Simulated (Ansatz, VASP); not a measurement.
# BAs: VASP beside Ansatz

Aim: how closely do two programs agree when they are given the same cell, functional and k mesh?

Method: plane waves, with VASP 6.6.1 beside it; G0W0 gap at PBE, in Ansatz 0.2.0.

### Step 1. The structure

It takes space group F-43m (No. 216, cubic). The conventional cell has a = 4.777 Å, b = 4.777 Å, c = 4.777 Å, α = 90.00°, β = 90.00°, γ = 90.00°. Nearest to B lie 4 As at 2.07 Å. Nearest to As lie 4 B at 2.07 Å. Farther neighbours are not listed.

### Step 2. VASP: G0W0 gap, PBE

Quasiparticle shifts depend on high empty states and on the cores, so they are the hardest test of two PAW sets.

Lines of VASP's logs that name or quote its potential files are left out, and so is its time.

The run reads the wave functions of an earlier VASP run, which isn't shown here.

INCAR

```
SYSTEM = BAs
PREC = Accurate
ENCUT = 340
ISMEAR = 0
SIGMA = 0.01
LREAL = .FALSE.
GGA = PE
NBANDS = 64
ALGO = EVGW0
NELMGW = 1
ENCUTGW = 100
NOMEGA = 48
PRECFOCK = Fast
NBANDSGW = 16
LWAVE = .TRUE.
LCHARG = .FALSE.
```

POSCAR

```
BAs
1.0
    0.0000000000      2.3885000000      2.3885000000
    2.3885000000      0.0000000000      2.3885000000
    2.3885000000      2.3885000000      0.0000000000
B As
1 1
Direct
    0.0000000000      0.0000000000      0.0000000000
    0.2500000000      0.2500000000      0.2500000000
```

KPOINTS

```
Automatic mesh
0
Gamma
8 8 8
0 0 0
```

PAW data sets: B_GW and As_GW (PBE family, release 64).

The run is started by

```
$ mpirun -np 8 vasp_std
```

Numbers of over 12 decimals in the logs are rounded to 6 here.

The program printed:

```text
[banner, memory and clock lines left out]
running    8 mpi-ranks, on    1 nodes
 distrk:  each k-point on    8 cores,    1 groups
 distr:  one band on    1 cores,    8 groups

 POSCAR found type information on POSCAR B As
 POSCAR found :  2 types and       2 ions
|                                                                             |
|           W    W    AA    RRRRR   N    N  II  N    N   GGGG   !!!           |
|           W    W   A  A   R    R  NN   N  II  NN   N  G    G  !!!           |
|           W    W  A    A  R    R  N N  N  II  N N  N  G       !!!           |
|           W WW W  AAAAAA  RRRRR   N  N N  II  N  N N  G  GGG   !            |
|           WW  WW  A    A  R   R   N   NN  II  N   NN  G    G                |
|           W    W  A    A  R    R  N    N  II  N    N   GGGG   !!!           |
|                                                                             |
|     For optimal performance we recommend to set                             |
|       NCORE = 2 up to number-of-cores-per-socket                            |
|     NCORE specifies how many cores store one orbital (NPAR=cpu/NCORE).      |
|     This setting can greatly improve the performance of VASP for DFT.       |
|     The default, NCORE=1 might be grossly inefficient on modern             |
|     multi-core architectures or massively parallel machines. Do your        |
|     Unfortunately you need to use the default for GW and RPA                |
|     calculations (for HF NCORE is supported but not extensively tested      |
|     yet).                                                                   |
|                                                                             |

|                                                                             |
|           W    W    AA    RRRRR   N    N  II  N    N   GGGG   !!!           |
|           W    W   A  A   R    R  NN   N  II  NN   N  G    G  !!!           |
|           W    W  A    A  R    R  N N  N  II  N N  N  G       !!!           |
|           W WW W  AAAAAA  RRRRR   N  N N  II  N  N N  G  GGG   !            |
|           WW  WW  A    A  R   R   N   NN  II  N   NN  G    G                |
|           W    W  A    A  R    R  N    N  II  N    N   GGGG   !!!           |
|                                                                             |
|     The default for ENCUTGWSOFT is different in this version of VASP.       |
|     please manually set ENCUTGWSOFT =100 in the INCAR file.                 |
|                                                                             |

 LDA part: xc-table for (Slater+PW92), standard interpolation
 found WAVECAR, reading the header
 POSCAR, INCAR and KPOINTS ok, starting setup
 FFT: planning ... GRIDC
 FFT: planning ... GRID_SOFT
 FFT: planning ... GRID
 reading WAVECAR
 the WAVECAR file was read successfully
 initial charge from wavefunction
 available memory per node:     76.76 GB, setting MAXMEM to     78598

 The Fermi energy was updated, please check that it is located mid-gap
 values below the HOMO (VB) or above the LUMO (CB) will cause erroneous energies
 E-fermi :   6.7596

 calculate exact exchange contribution
 the WAVEDER file was read successfully
energies w=
    0.000    0.000    0.527    0.000    1.051    0.000    1.571    0.000
    2.085    0.000    2.592    0.000    3.090    0.000    3.579    0.000
    4.059    0.000    4.530    0.000    4.993    0.000    5.448    0.000
    5.897    0.000    6.340    0.000    6.780    0.000    7.217    0.000
    7.654    0.000    8.092    0.000    8.533    0.000    8.980    0.000
    9.435    0.000    9.900    0.000   10.377    0.000   10.871    0.000
   11.386    0.000   11.924    0.000   12.491    0.000   13.093    0.000
   13.735    0.000   14.428    0.000   15.179    0.000   16.002    0.000
   16.911    0.000   17.926    0.000   19.072    0.000   20.380    0.000
   21.894    0.000   23.672    0.000   25.797    0.000   28.388    0.000
   31.620    0.000   35.770    0.000   41.294    0.000   49.002    0.000
   60.487    0.000   79.374    0.000  116.055    0.000  217.395    0.000
 responsefunction array rank=      72
 LDA part: xc-table for (Slater+PW92), standard interpolation

 min. memory requirement per mpi rank    166.0 MB, per node   1328.1 MB

 allocating   6 responsefunctions rank=    72
 shmem allocating  48 responsefunctions rank=    72
 response function shared by NCSHMEM nodes    1
 Doing            6  frequencies on each core in blocks of           48
NQ=   1    0.0000    0.0000    0.0000,
|.........|.........|.........|.........|.........|.........|.........|.........
 performed        305000 updates of chi_q(r,r)
 total number of BLAS operations          8.50 Gflops
NQ=   2    0.1250    0.0000    0.0000,
|.........|.........|.........|.........|.........|.........|.........|.........
 performed        894000 updates of chi_q(r,r)
 total number of BLAS operations         26.64 Gflops
NQ=   3    0.2500    0.0000    0.0000,
|.........|.........|.........|.........|.........|.........|.........|.........
 performed       1483000 updates of chi_q(r,r)
 total number of BLAS operations         44.19 Gflops
NQ=   4    0.3750    0.0000    0.0000,
|.........|.........|.........|.........|.........|.........|.........|.........
 performed       2072000 updates of chi_q(r,r)
 total number of BLAS operations         61.75 Gflops
NQ=   5    0.5000    0.0000    0.0000,
|.........|.........|.........|.........|.........|.........|.........|.........
 performed       2547000 updates of chi_q(r,r)
 total number of BLAS operations         80.38 Gflops
NQ=   6    0.1250    0.1250    0.0000,
|.........|.........|.........|.........|.........|.........|.........|.........
 performed       3120000 updates of chi_q(r,r)
 total number of BLAS operations         96.89 Gflops
NQ=   7    0.2500    0.1250    0.0000,
|.........|.........|.........|.........|.........|.........|.........|.........
 performed       4127000 updates of chi_q(r,r)
 total number of BLAS operations        125.91 Gflops
NQ=   8    0.3750    0.1250    0.0000,
|.........|.........|.........|.........|.........|.........|.........|.........
 performed       5134000 updates of chi_q(r,r)
 total number of BLAS operations        156.90 Gflops
NQ=   9    0.5000    0.1250    0.0000,
|.........|.........|.........|.........|.........|.........|.........|.........
 performed       6141000 updates of chi_q(r,r)
 total number of BLAS operations        186.89 Gflops
NQ=  10   -0.3750    0.1250    0.0000,
|.........|.........|.........|.........|.........|.........|.........|.........
 performed       7148000 updates of chi_q(r,r)
 total number of BLAS operations        219.91 Gflops
NQ=  11   -0.2500    0.1250    0.0000,
|.........|.........|.........|.........|.........|.........|.........|.........
 performed       8155000 updates of chi_q(r,r)
 total number of BLAS operations        250.90 Gflops
NQ=  12   -0.1250    0.1250    0.0000,
|.........|.........|.........|.........|.........|.........|.........|.........
 performed       8966000 updates of chi_q(r,r)
 total number of BLAS operations        275.04 Gflops
NQ=  13    0.2500    0.2500    0.0000,
|.........|.........|.........|.........|.........|.........|.........|.........
 performed       9539000 updates of chi_q(r,r)
 total number of BLAS operations        291.55 Gflops
NQ=  14    0.3750    0.2500    0.0000,
|.........|.........|.........|.........|.........|.........|.........|.........
 performed      10546000 updates of chi_q(r,r)
 total number of BLAS operations        320.57 Gflops
NQ=  15    0.5000    0.2500    0.0000,
|.........|.........|.........|.........|.........|.........|.........|.........
 performed      11553000 updates of chi_q(r,r)
 total number of BLAS operations        348.63 Gflops
NQ=  16   -0.3750    0.2500    0.0000,
|.........|.........|.........|.........|.........|.........|.........|.........
 performed      12560000 updates of chi_q(r,r)
 total number of BLAS operations        378.63 Gflops
NQ=  17   -0.2500    0.2500    0.0000,
|.........|.........|.........|.........|.........|.........|.........|.........
 performed      13371000 updates of chi_q(r,r)
 total number of BLAS operations        401.21 Gflops
NQ=  18    0.3750    0.3750    0.0000,
|.........|.........|.........|.........|.........|.........|.........|.........
 performed      13944000 updates of chi_q(r,r)
 total number of BLAS operations        420.00 Gflops
NQ=  19    0.5000    0.3750    0.0000,
|.........|.........|.........|.........|.........|.........|.........|.........
 performed      14951000 updates of chi_q(r,r)
 total number of BLAS operations        450.99 Gflops
NQ=  20   -0.3750    0.3750    0.0000,
|.........|.........|.........|.........|.........|.........|.........|.........
 performed      15762000 updates of chi_q(r,r)
 total number of BLAS operations        480.11 Gflops
NQ=  21    0.5000    0.5000    0.0000,
|.........|.........|.........|.........|.........|.........|.........|.........
 performed      16181000 updates of chi_q(r,r)
 total number of BLAS operations        493.87 Gflops
NQ=  22    0.3750    0.2500    0.1250,
|.........|.........|.........|.........|.........|.........|.........|.........
 performed      17303000 updates of chi_q(r,r)
 total number of BLAS operations        527.28 Gflops
NQ=  23    0.5000    0.2500    0.1250,
|.........|.........|.........|.........|.........|.........|.........|.........
 performed      18597000 updates of chi_q(r,r)
 total number of BLAS operations        567.08 Gflops
NQ=  24   -0.3750    0.2500    0.1250,
|.........|.........|.........|.........|.........|.........|.........|.........
 performed      19645000 updates of chi_q(r,r)
 total number of BLAS operations        599.33 Gflops
NQ=  25    0.5000    0.3750    0.1250,
|.........|.........|.........|.........|.........|.........|.........|.........
 performed      20767000 updates of chi_q(r,r)
 total number of BLAS operations        633.84 Gflops
NQ=  26   -0.3750    0.3750    0.1250,
|.........|.........|.........|.........|.........|.........|.........|.........
 performed      22061000 updates of chi_q(r,r)
 total number of BLAS operations        671.12 Gflops
NQ=  27   -0.2500    0.3750    0.1250,
|.........|.........|.........|.........|.........|.........|.........|.........
 performed      23109000 updates of chi_q(r,r)
 total number of BLAS operations        702.33 Gflops
NQ=  28   -0.3750    0.5000    0.1250,
|.........|.........|.........|.........|.........|.........|.........|.........
 performed      23922000 updates of chi_q(r,r)
 total number of BLAS operations        727.34 Gflops
NQ=  29   -0.2500    0.5000    0.2500,
|.........|.........|.........|.........|.........|.........|.........|.........
 performed      24487000 updates of chi_q(r,r)
 total number of BLAS operations        741.52 Gflops
 resolving degeneracies of screened two electron integrals

 calculate QP shifts <psi_nk| G(iteration)W_0 |psi_nk>: iteration 1
 writing wavefunctions
 entering main loop
```

OUTCAR, selected parts (step 2):

```text
ion  position               nearest neighbor table
   1  0.000  0.000  0.000-   2 2.07   2 2.07   2 2.07   2 2.07
   2  0.250  0.250  0.250-   1 2.07   1 2.07   1 2.07   1 2.07

  LATTYP: Found a face centered cubic cell.
 ALAT       =     4.7770000000

 Subroutine GETGRP returns: Found 24 space group operations
 (whereof 24 operations were pure point group operations)

The static configuration has the point symmetry T_d .

 Found     29 irreducible k-points:

   k-points           NKPTS =     29   k-points in BZ     NKDIM =    512   number of bands    NBANDS=     64

   dimension x,y,z NGX =    20 NGY =   20 NGZ =   20
   dimension x,y,z NGXF=    40 NGYF=   40 NGZF=   40

   ENCUT  =  340.0 eV  24.99 Ry    5.00 a.u.   5.08  5.08  5.08*2*pi/ulx,y,z

   NELECT =       8.0000    total number of electrons

  energy-cutoff  :      340.00
  volume of cell :       27.25
      direct lattice vectors                 reciprocal lattice vectors
     0.000000000  2.388500000  2.388500000    -0.209336404  0.209336404  0.209336404
     2.388500000  0.000000000  2.388500000     0.209336404 -0.209336404  0.209336404
     2.388500000  2.388500000  0.000000000     0.209336404  0.209336404 -0.209336404

 k-points in reciprocal lattice and weights: Automatic mesh
   0.00000000  0.00000000  0.00000000       0.002
   0.12500000  0.00000000  0.00000000       0.016
   0.25000000  0.00000000  0.00000000       0.016
   0.37500000  0.00000000  0.00000000       0.016
   0.50000000  0.00000000  0.00000000       0.008
   0.12500000  0.12500000  0.00000000       0.012
   0.25000000  0.12500000  0.00000000       0.047
   0.37500000  0.12500000  0.00000000       0.047
   0.50000000  0.12500000  0.00000000       0.047
[...]
-0.37500000  0.50000000  0.12500000       0.023
  -0.25000000  0.50000000  0.25000000       0.012

 E-fermi :   6.7596

 QP shifts <psi_nk| G(iteration)W_0 |psi_nk>: iteration 1
 for sc-GW calculations column KS-energies equals QP-energies in previous step
 and V_xc(KS)=  KS-energies - (<T + V_ion + V_H > + <T+V_H+V_ion>^1  + <V_x>^1)
 k-point   1 :       0.0000    0.0000    0.0000
  band No.  KS-energies  QP-energies   sigma(KS)   V_xc(KS)     V^pw_x(r,r')   Z            occupation Imag(sigma)
      1      -9.2402      -9.8799     -12.5724     -11.6553     -19.6043       0.6976       2.0000       1.2454
      2       6.1690       5.8560     -12.9821     -12.5852     -13.8939       0.7886       2.0000       0.0607
      3       6.1690       5.8560     -12.9821     -12.5852     -13.8939       0.7886       2.0000       0.0607
      4       6.1690       5.8560     -12.9821     -12.5852     -13.8939       0.7886       2.0000       0.0607
      5       9.4374       9.8916     -10.8128     -11.3904      -6.8165       0.7863       0.0000      -0.0723
      6       9.4374       9.8916     -10.8128     -11.3904      -6.8165       0.7863       0.0000      -0.0723
      7       9.4374       9.8916     -10.8128     -11.3904      -6.8165       0.7863       0.0000      -0.0723
      8      10.8235      11.5834     -11.6229     -12.6203      -6.7305       0.7619       0.0000      -0.1063
    ...

 k-point   2 :       0.1250    0.0000    0.0000
  band No.  KS-energies  QP-energies   sigma(KS)   V_xc(KS)     V^pw_x(r,r')   Z            occupation Imag(sigma)
      1      -8.9839      -9.6179     -12.5822     -11.6773     -19.5242       0.7007       2.0000       1.2160
      2       4.2015       3.8040     -12.6882     -12.1776     -14.2089       0.7786       2.0000       0.0772
      3       5.7302       5.4036     -12.8642     -12.4495     -13.8854       0.7875       2.0000       0.0626
      4       5.7302       5.4036     -12.8642     -12.4495     -13.8854       0.7875       2.0000       0.0626
      5       9.5496      10.0486     -10.9815     -11.6197      -6.8219       0.7818       0.0000      -0.0770
      6      10.0145      10.4846     -10.9230     -11.5248      -6.7423       0.7812       0.0000      -0.0795
      7      10.0145      10.4846     -10.9230     -11.5248      -6.7423       0.7812       0.0000      -0.0795
      8      12.1074      12.7589     -11.5306     -12.3940      -6.3762       0.7546       0.0000      -0.1338
    ...

 k-point   3 :       0.2500    0.0000    0.0000
  band No.  KS-energies  QP-energies   sigma(KS)   V_xc(KS)     V^pw_x(r,r')   Z            occupation Imag(sigma)
      1      -8.2379      -8.8502     -12.6158     -11.7524     -19.2960       0.7092       2.0000       1.1277
      2       1.2261       0.6944     -12.5314     -11.8230     -15.3348       0.7506       2.0000       0.1492
      3       5.0193       4.6531     -12.8138     -12.3465     -14.1230       0.7837       2.0000       0.0696
      4       5.0193       4.6531     -12.8138     -12.3465     -14.1230       0.7837       2.0000       0.0696
      5       9.2179       9.6998     -11.0070     -11.6222      -6.8391       0.7833       0.0000      -0.0774
      6      10.8132      11.2877     -10.8290     -11.4400      -6.3021       0.7765       0.0000      -0.0963
      7      10.8132      11.2877     -10.8290     -11.4400      -6.3021       0.7765       0.0000      -0.0963
      8      14.0556      14.6077     -11.0273     -11.7677      -5.1379       0.7457       0.0000      -0.2239
    ...

 k-point   4 :       0.3750    0.0000    0.0000
  band No.  KS-energies  QP-energies   sigma(KS)   V_xc(KS)     V^pw_x(r,r')   Z            occupation Imag(sigma)
      1      -7.1302      -7.6965     -12.7072     -11.9190     -18.9891       0.7185       2.0000       0.9804
      2      -1.3550      -1.9454     -12.3274     -11.5163     -16.2839       0.7279       2.0000       0.3012
      3       4.5192       4.1226     -12.8314     -12.3231     -14.3681       0.7803       2.0000       0.0757
      4       4.5192       4.1226     -12.8314     -12.3231     -14.3681       0.7803       2.0000       0.0757
      5       8.9400       9.4014     -11.0296     -11.6181      -6.8966       0.7840       0.0000      -0.0767
      6      10.9918      11.4095     -10.5203     -11.0572      -5.8951       0.7782       0.0000      -0.1024
      7      10.9918      11.4095     -10.5203     -11.0572      -5.8951       0.7782       0.0000      -0.1024
      8      14.9915      15.3180      -9.8698     -10.3044      -3.7355       0.7510       0.0000      -0.2707
    ...

[... 4 further parts left out ...]
```

(Continued in part 2 of 2.)

[Lines on the potential files, build, host, timing and source positions are cut from VASP's logs without a mark.]

[Logs are printed without paths, hosts, clocks, repeated set-up lines and the standing remarks that a program may print on its own settings, such as how far it seeks lower states.]

[Hosts, paths, dates, database ids (printed as entryN), source tags and the programs' standing remarks are cut or masked in the printed files.]
